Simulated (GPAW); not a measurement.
Here is a GPAW 26.7.0 calculation.

File run.py:

```python
from ase import Atoms
from ase.dft.bandgap import bandgap
from ase.io import write
from ase.units import GPa
from gpaw import GPAW, PW

atoms = Atoms(['Bi', 'Bi'],
              cell=[[2.2675, 1.3091417354, 3.938],
                    [-2.2675, 1.3091417354, 3.938],
                    [0.0, -2.6182834708, 3.938]],
              scaled_positions=[[0.766, 0.766, 0.766],
                                [0.234, 0.234, 0.234]],
              pbc=True)

calc = GPAW(mode=PW(600),
            xc='MGGA_X_R2SCAN+MGGA_C_R2SCAN',
            kpts={'size': (6, 6, 6), 'gamma': True},
            occupations={'name': 'fermi-dirac', 'width': 0.05},
            nbands=25,
            convergence={'density': 1e-05, 'energy': 1e-05},
            maxiter=150,
            txt='gpaw.txt')
atoms.calc = calc
energy = atoms.get_potential_energy()
forces = atoms.get_forces()
stress = atoms.get_stress()
calc.write('gs.gpw')
write('result.traj', atoms)
print(f'Energy: {energy:.6f} eV')
print('Forces (eV/A):')
print(forces.round(4))
print('Stress (GPa):', (stress / GPa).round(3))
print('Fermi level:', round(calc.get_fermi_level(), 4), 'eV')
print(f'Gap: {bandgap(calc)[0]:.4f} eV, direct: {bandgap(calc, direct=True)[0]:.4f} eV')

path = atoms.cell.bandpath('GLB1,BZGX,QFP1Z,LP', npoints=60, eps=1e-4)
bs_calc = calc.fixed_density(kpts=path, symmetry='off', nbands=41,
                             convergence={'bands': 'CBM+6.0', 'eigenstates': 1e-6}, txt='bands.txt')
bs = bs_calc.band_structure()
bs.write('bs.json')
print(f'Gap on the path: {bandgap(bs_calc)[0]:.4f} eV')
```

Potentials or basis: GPAW PAW data sets (gpaw-data 1.2.1), pw.

Launch:

```bash
$ OMP_NUM_THREADS=1 python run.py
```

Task: Predict the pressure.

Result: 1.3 GPa.

Task: What does it give for the band gap along the path?

Result: None (metal or under the smearing width).

Task: What does it give for the largest force?

Result: 0.046 eV/Å.

Stress tensor (GPa, compression positive):
```
1.14 0.00 0.00
0.00 1.14 0.00
0.00 0.00 1.64
```

Caveat: the PAW data sets were made with another functional, which shifts forces and pressure a little; spin-orbit coupling is left out, which moves the levels of the heavy elements.
